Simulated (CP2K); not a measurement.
The system is CuAu.

```
Au Cu
1.0
     2.81075    0.00000    0.00000
     0.00000    2.81075    0.00000
     0.00000    0.00000    3.68500
Au Cu
1 1
Direct
  0.00000 0.00000 0.00000
  0.50000 0.50000 0.50000
```

Base run:

* Program: CP2K 2026.2
* Functional: RPBE
* Potentials or basis: POTENTIAL_UZH Au GTH-PBE-q11, Cu GTH-PBE-q11; TZVP-MOLOPT-PBE-GTH basis
* Density cutoff: 6803 eV
* k mesh: 9 × 9 × 7
* Occupations: gaussian, width 0.05 eV
* Spin: no spin polarisation

Its results: band gap on the k mesh none (metal or under the smearing width); pressure 11.3 GPa.

Problem. The run is repeated on the same cell with these changes: functional from RPBE to PBE; occupations from gaussian, width 0.05 eV to gaussian, width 0.02 eV. What comes out?

Solution. Band gap on the k mesh none (metal or under the smearing width); pressure 8.3 GPa.

Caveats: the basis of atomic orbitals isn't converged, which shifts pressures, moduli and gaps; the potentials were made for another functional, which shifts forces and pressure (some runs).
